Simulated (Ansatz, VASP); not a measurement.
# WS2: VASP beside Ansatz

One calculation is typed for both programs; each brings its own data sets. How far apart do they land? The cell is taken from a series of runs on this material, whose earlier steps may have relaxed, scaled, displaced or heated it; both programs get it as it stands.

Program: Ansatz 0.2.0. Level of theory: plane waves, with VASP 6.6.1 beside it; PBEsol. Results are calculated unless marked as measured.

## Step 1: The structure

Symmetry: P-6m2, No. 187, hexagonal system. Conventional cell: a = 3.146 Å, b = 3.146 Å, c = 16.953 Å, α = 90.00°, β = 90.00°, γ = 120.00°. Nearest to W lie 6 S at 2.40 Å. Nearest to S lie 3 W at 2.40 Å. Farther neighbours and most contacts between anions are not listed.

Structure file:

```xyz
3
Lattice="3.1457 0.0000 0.0000 -1.5728 2.7242 0.0000 0.0000 0.0000 16.9534" Properties=species:S:1:pos:R:3
W     0.0000    0.0000    0.0000
S     0.0000    1.8162   15.3866
S     0.0000    1.8162    1.5668
```

## Step 2: VASP: zone-centre phonons, PBEsol

Second derivatives magnify differences that forces hide, and they need a tight electronic threshold.

Lines of VASP's logs that name or quote its potential files are left out, and so is its time.

Contents of INCAR:

```
SYSTEM = WS2
PREC = Accurate
ENCUT = 600
EDIFF = 1E-08
NELM = 120
ISMEAR = 0
SIGMA = 0.01
LREAL = .FALSE.
ALGO = Normal
GGA = PS
NBANDS = 15
LASPH = .TRUE.
LORBIT = 11
LWAVE = .FALSE.
LCHARG = .FALSE.
ISIF = 2
IBRION = 8
LEPSILON = .TRUE.
GGA_COMPAT = .FALSE.
EFERMI = MIDGAP
KPAR = 2
```

Contents of POSCAR:

```
WS2
1.0
    3.1456792474      0.0000000000      0.0000000000
   -1.5728396237      2.7242381404      0.0000000000
    0.0000000000      0.0000000000     16.9534498676
W S
1 2
Direct
    0.0000000000      0.0000000000      0.0000000000
    0.3333333333      0.6666666667      0.9075817170
    0.3333333333      0.6666666667      0.0924182830
```

Contents of KPOINTS:

```
Automatic mesh
0
Gamma
12 12 2
0 0 0
```

The projector-augmented-wave data sets are W and S (PBE family, release 64).

Run with:

```bash
$ mpirun -np 2 vasp_std
```

Numbers of over 12 decimals in the logs are rounded to 6 here.

The program printed:

```text
[banner, memory and clock lines left out]
running    2 mpi-ranks, on    1 nodes
 distrk:  each k-point on    1 cores,    2 groups
 distr:  one band on    1 cores,    1 groups

 POSCAR found type information on POSCAR W S
 POSCAR found :  2 types and       3 ions
|                                                                             |
|               ----> ADVICE to this user running VASP <----                  |
|                                                                             |
|     You enforced a specific xc type in the INCAR file but a different       |
|     [... a line on the potential file left out ...]
|     I HOPE YOU KNOW WHAT YOU ARE DOING!                                     |
|                                                                             |

 LDA part: xc-table for (Slater+PW92), standard interpolation
 POSCAR, INCAR and KPOINTS ok, starting setup
 FFT: planning ... GRIDC
 FFT: planning ... GRID_SOFT
 FFT: planning ... GRID
 WAVECAR not read
 entering main loop
       N       E                     dE             d eps       ncg     rms          rms(c)
DAV:   1     0.123986413869E+03    0.12399E+03   -0.72474E+03  1140   0.104E+03
DAV:   2    -0.132306331682E+02   -0.13722E+03   -0.12817E+03  1774   0.203E+02
DAV:   3    -0.263928404202E+02   -0.13162E+02   -0.12899E+02  1589   0.678E+01
DAV:   4    -0.266507043228E+02   -0.25786E+00   -0.25719E+00  1456   0.112E+01
DAV:   5    -0.266579881929E+02   -0.72839E-02   -0.72808E-02  1646   0.177E+00    0.291E+01
DAV:   6    -0.255336142631E+02    0.11244E+01   -0.29111E+00  1724   0.124E+01    0.128E+01
DAV:   7    -0.253811846195E+02    0.15243E+00   -0.10228E+00  1441   0.794E+00    0.596E+00
DAV:   8    -0.253134952886E+02    0.67689E-01   -0.14875E-01  1490   0.337E+00    0.946E-01
DAV:   9    -0.253118564711E+02    0.16388E-02   -0.26192E-02  1609   0.112E+00    0.471E-01
DAV:  10    -0.253101820951E+02    0.16744E-02   -0.75679E-03  1511   0.612E-01    0.198E-01
DAV:  11    -0.253101443240E+02    0.37771E-04   -0.60250E-04  1525   0.200E-01    0.687E-02
DAV:  12    -0.253099292895E+02    0.21503E-03   -0.30348E-04  1490   0.110E-01    0.459E-02
DAV:  13    -0.253098827139E+02    0.46576E-04   -0.60209E-05  1476   0.456E-02    0.226E-02
DAV:  14    -0.253099544804E+02   -0.71767E-04   -0.36682E-05  1294   0.325E-02    0.331E-02
DAV:  15    -0.253099823708E+02   -0.27890E-04   -0.94252E-06  1441   0.177E-02    0.636E-03
DAV:  16    -0.253100545081E+02   -0.72137E-04   -0.12491E-05  1476   0.137E-02    0.990E-03
DAV:  17    -0.253100771507E+02   -0.22643E-04   -0.64537E-07  1617   0.497E-03    0.280E-03
DAV:  18    -0.253101309258E+02   -0.53775E-04   -0.42610E-06  1287   0.647E-03    0.108E-03
DAV:  19    -0.253101368253E+02   -0.58996E-05   -0.21797E-07  1535   0.196E-03    0.119E-03
DAV:  20    -0.253101450891E+02   -0.82638E-05   -0.73315E-07  1280   0.233E-03    0.663E-04
DAV:  21    -0.253101456933E+02   -0.60420E-06   -0.25132E-08  1387   0.649E-04    0.299E-04
DAV:  22    -0.253101459601E+02   -0.26684E-06   -0.75091E-09  1049   0.261E-04    0.946E-05
DAV:  23    -0.253101460050E+02   -0.44816E-07   -0.10566E-09  1193   0.112E-04    0.340E-05
DAV:  24    -0.253101460097E+02   -0.47653E-08   -0.16336E-10  1102   0.702E-05
   1 F= -.25310146E+02 E0= -.25310146E+02  d E =0.000000E+00
 Linear response reoptimize wavefunctions to high precision
DAV:   1    -0.253101460132E+02   -0.34365E-08   -0.73516E-11  1109   0.351E-05
DAV:   2    -0.253101460132E+02    0.77307E-11   -0.57084E-12  1200   0.141E-05
 Linear response G [H, r] |phi>, progress :
  Direction:   1
       N       E                     dE             d eps       ncg     rms
RMM:   1    -0.950238396877E+02   -0.95024E+02   -0.84801E+01  3037   0.774E+01
RMM:   2    -0.759433184959E+02    0.19081E+02   -0.10057E+01  1947   0.228E+01
RMM:   3    -0.760459748818E+02   -0.10266E+00   -0.32398E-01  1975   0.339E+00
RMM:   4    -0.760517209571E+02   -0.57461E-02   -0.13990E-02  2008   0.711E-01
RMM:   5    -0.760520700884E+02   -0.34913E-03   -0.80540E-04  2048   0.156E-01
RMM:   6    -0.760520885509E+02   -0.18463E-04   -0.69464E-05  2052   0.391E-02
RMM:   7    -0.760520884035E+02    0.14743E-06   -0.82819E-06  2082   0.102E-02
RMM:   8    -0.760520883032E+02    0.10025E-06   -0.34387E-06  2124   0.332E-03
RMM:   9    -0.760520882099E+02    0.93361E-07   -0.36842E-06  2084   0.157E-03
RMM:  10    -0.760520882123E+02   -0.23813E-08   -0.35908E-05  1895   0.114E-03
RMM:  11    -0.760520881896E+02    0.22661E-07    0.17183E-05  1739   0.103E-03
RMM:  12    -0.760520881941E+02   -0.45203E-08   -0.12964E-05  1650   0.100E-03
RMM:  13    -0.760520881821E+02    0.12037E-07   -0.33314E-06  1510   0.986E-04
RMM:  14    -0.760520881915E+02   -0.94216E-08   -0.38065E-06  1458   0.981E-04
 Linear response G [H, r] |phi>, progress :
  Direction:   2
[...]
RMM:   7    -0.193404755543E+01   -0.53215E-03   -0.87411E-06  4616   0.172E-02    0.701E-03
RMM:   8    -0.193468062788E+01   -0.63307E-03   -0.39580E-06  4616   0.891E-03    0.215E-03
RMM:   9    -0.193476637405E+01   -0.85746E-04   -0.35917E-06  4657   0.361E-03    0.637E-04
RMM:  10    -0.193478703802E+01   -0.20664E-04   -0.38427E-06  4637   0.114E-03    0.204E-04
RMM:  11    -0.193479674395E+01   -0.97059E-05   -0.13992E-06  4662   0.509E-04    0.595E-05
[...]
RMM:   3    -0.108212833171E+00    0.62455E-03   -0.35497E-04  6996   0.104E-01    0.114E-01
RMM:   4    -0.108000795110E+00    0.21204E-03   -0.41617E-04  6962   0.122E-01    0.153E-02
RMM:   5    -0.108040002579E+00   -0.39207E-04   -0.71362E-06  7798   0.171E-02    0.360E-03
RMM:   6    -0.108047705029E+00   -0.77024E-05   -0.33061E-07  7658   0.315E-03    0.608E-04
RMM:   7    -0.108045636618E+00    0.20684E-05    0.83021E-08  8073   0.773E-04    0.194E-04
RMM:   8    -0.108044510787E+00    0.11258E-05    0.18298E-07  7958   0.256E-04    0.552E-05
RMM:   9    -0.108044425970E+00    0.84817E-07   -0.87606E-08  8310   0.797E-05    0.286E-05
RMM:  10    -0.108044461428E+00   -0.35458E-07   -0.50097E-08  7954   0.521E-05    0.373E-06
RMM:  11    -0.108044478395E+00   -0.16967E-07   -0.21667E-08  8503   0.261E-05    0.205E-06
RMM:  12    -0.108044483857E+00   -0.54619E-08   -0.41598E-10  7904   0.225E-05    0.495E-07
 first order change of Fermi-energy  -0.16783E-03
 force on displaced ion       1 direction 1 : -22.395  -0.001   0.000
 Born effective charge ion    1 direction 1 :  -0.658   0.000   0.000
 Linear response progress:
  Degree of freedom:   2/  4
       N       E                     dE             d eps       ncg     rms          rms(c)
RMM:   1    -0.169218183924E+00   -0.16922E+00   -0.17346E-01  2566   0.203E+00
RMM:   2    -0.149696328330E+00    0.19522E-01   -0.66370E-03  1827   0.566E-01    0.202E-01
RMM:   3    -0.148911336046E+00    0.78499E-03   -0.60144E-04  1906   0.146E-01    0.120E-01
RMM:   4    -0.148757503668E+00    0.15383E-03   -0.38145E-04  1843   0.112E-01    0.456E-02
RMM:   5    -0.148859675018E+00   -0.10217E-03   -0.34379E-05  1952   0.355E-02    0.169E-02
RMM:   6    -0.148912782869E+00   -0.53108E-04   -0.96676E-06  1882   0.169E-02    0.393E-03
RMM:   7    -0.148900401212E+00    0.12382E-04   -0.97827E-08  2002   0.288E-03    0.164E-03
RMM:   8    -0.148900974865E+00   -0.57365E-06   -0.18782E-08  1933   0.110E-03    0.490E-04
RMM:   9    -0.148901284250E+00   -0.30939E-06   -0.13873E-08  2046   0.276E-04    0.168E-04
RMM:  10    -0.148900984623E+00    0.29963E-06   -0.51458E-08  2011   0.451E-04    0.900E-05
RMM:  11    -0.148900989935E+00   -0.53129E-08    0.22163E-09  2126   0.163E-04    0.891E-05
 first order change of Fermi-energy  -0.71648E-05
 force on displaced ion       1 direction 3 :   0.000  -0.000 -33.882
 Born effective charge ion    1 direction 3 :   0.000  -0.000  -0.082
 Linear response progress:
  Degree of freedom:   3/  4
       N       E                     dE             d eps       ncg     rms          rms(c)
RMM:   1    -0.934654172854E-01   -0.93465E-01    0.52458E-03 10639   0.208E+00
RMM:   2    -0.921825926535E-01    0.12828E-02   -0.22778E-03  7199   0.382E-01    0.129E-01
RMM:   3    -0.923894521047E-01   -0.20686E-03   -0.11428E-04  7339   0.686E-02    0.750E-02
RMM:   4    -0.926784366789E-01   -0.28898E-03   -0.72592E-05  7584   0.456E-02    0.138E-02
RMM:   5    -0.926187491758E-01    0.59688E-04   -0.34720E-06  7951   0.110E-02    0.501E-03
RMM:   6    -0.925973483896E-01    0.21401E-04   -0.35758E-07  8066   0.318E-03    0.237E-03
RMM:   7    -0.926067444329E-01   -0.93960E-05    0.83421E-09  7853   0.132E-03    0.552E-04
RMM:   8    -0.926056705184E-01    0.10739E-05    0.58276E-07  8247   0.323E-04    0.149E-04
RMM:   9    -0.926050844569E-01    0.58606E-06    0.49745E-09  8247   0.115E-04    0.787E-05
RMM:  10    -0.926050719982E-01    0.12459E-07   -0.41068E-08  8360   0.603E-05    0.518E-06
RMM:  11    -0.926050922191E-01   -0.20221E-07   -0.23414E-08  8620   0.443E-05    0.326E-06
RMM:  12    -0.926050884169E-01    0.38022E-08    0.28369E-08  8236   0.414E-05    0.694E-07
 first order change of Fermi-energy   0.79776E-04
 force on displaced ion       2 direction 1 : -10.810   0.000  -0.000
 Born effective charge ion    2 direction 1 :   0.329   0.000  -0.000
 Linear response progress:
  Degree of freedom:   4/  4
       N       E                     dE             d eps       ncg     rms          rms(c)
RMM:   1    -0.157601258174E+00   -0.15760E+00    0.17941E-02  2655   0.217E+00
RMM:   2    -0.154054713671E+00    0.35465E-02   -0.32846E-03  1831   0.433E-01    0.365E-01
RMM:   3    -0.153956655943E+00    0.98058E-04   -0.42791E-04  1904   0.129E-01    0.265E-01
RMM:   4    -0.154094025417E+00   -0.13737E-03   -0.25438E-04  1935   0.768E-02    0.506E-02
RMM:   5    -0.154094444422E+00   -0.41900E-06   -0.83860E-05  1900   0.473E-02    0.170E-02
RMM:   6    -0.154088751271E+00    0.56932E-05   -0.36537E-06  1961   0.119E-02    0.444E-03
RMM:   7    -0.154088082193E+00    0.66908E-06   -0.26019E-07  2025   0.290E-03    0.241E-03
RMM:   8    -0.154091198084E+00   -0.31159E-05   -0.23694E-08  2032   0.711E-04    0.139E-03
RMM:   9    -0.154098567745E+00   -0.73697E-05   -0.47092E-08  1944   0.989E-04    0.520E-04
RMM:  10    -0.154100366793E+00   -0.17990E-05   -0.16940E-08  2057   0.380E-04    0.528E-04
RMM:  11    -0.154103228784E+00   -0.28620E-05   -0.60652E-08  2162   0.625E-04    0.111E-04
RMM:  12    -0.154104451620E+00   -0.12228E-05   -0.72849E-08  2156   0.259E-04    0.792E-05
RMM:  13    -0.154104952151E+00   -0.50053E-06   -0.55873E-08  2196   0.208E-04    0.686E-05
RMM:  14    -0.154104830395E+00    0.12176E-06   -0.26263E-08  2236   0.155E-04    0.500E-05
RMM:  15    -0.154104948700E+00   -0.11830E-06   -0.16445E-07  2254   0.130E-04    0.175E-05
RMM:  16    -0.154104926027E+00    0.22673E-07   -0.68347E-08  2235   0.955E-05    0.687E-06
RMM:  17    -0.154104928465E+00   -0.24379E-08   -0.20860E-07  2117   0.480E-05    0.404E-06
RMM:  18    -0.154104943623E+00   -0.15159E-07   -0.12628E-07  2204   0.467E-05    0.132E-06
RMM:  19    -0.154104951197E+00   -0.75733E-08   -0.14258E-07  2023   0.394E-05    0.105E-06
RMM:  20    -0.154104950691E+00    0.50580E-09   -0.12993E-07  2015   0.388E-05    0.948E-07
RMM:  21    -0.154104948447E+00    0.22436E-08   -0.13706E-07  1789   0.368E-05    0.393E-07
RMM:  22    -0.154104948414E+00    0.33004E-10   -0.14419E-07  1700   0.364E-05    0.233E-07
RMM:  23    -0.154104948428E+00   -0.13645E-10   -0.14238E-07  1701   0.363E-05    0.108E-07
RMM:  24    -0.154104949140E+00   -0.71249E-09   -0.14024E-07  1631   0.362E-05    0.568E-08
 first order change of Fermi-energy  -0.13967E+01
 force on displaced ion       2 direction 3 :   0.000  -0.000 -18.900
 Born effective charge ion    2 direction 3 :  -0.000  -0.000   0.041
 Born effective charges drift removed
 Linear response finished
```

(Continued in part 2 of 2.)

[Lines on the potential files, build, host, timing and source positions are cut from VASP's logs without a mark.]

[Logs are printed without paths, hosts, clocks, repeated set-up lines and the standing remarks that a program may print on its own settings, such as how far it seeks lower states.]

[Hosts, paths, dates, database ids (printed as entryN), source tags and the programs' standing remarks are cut or masked in the printed files.]
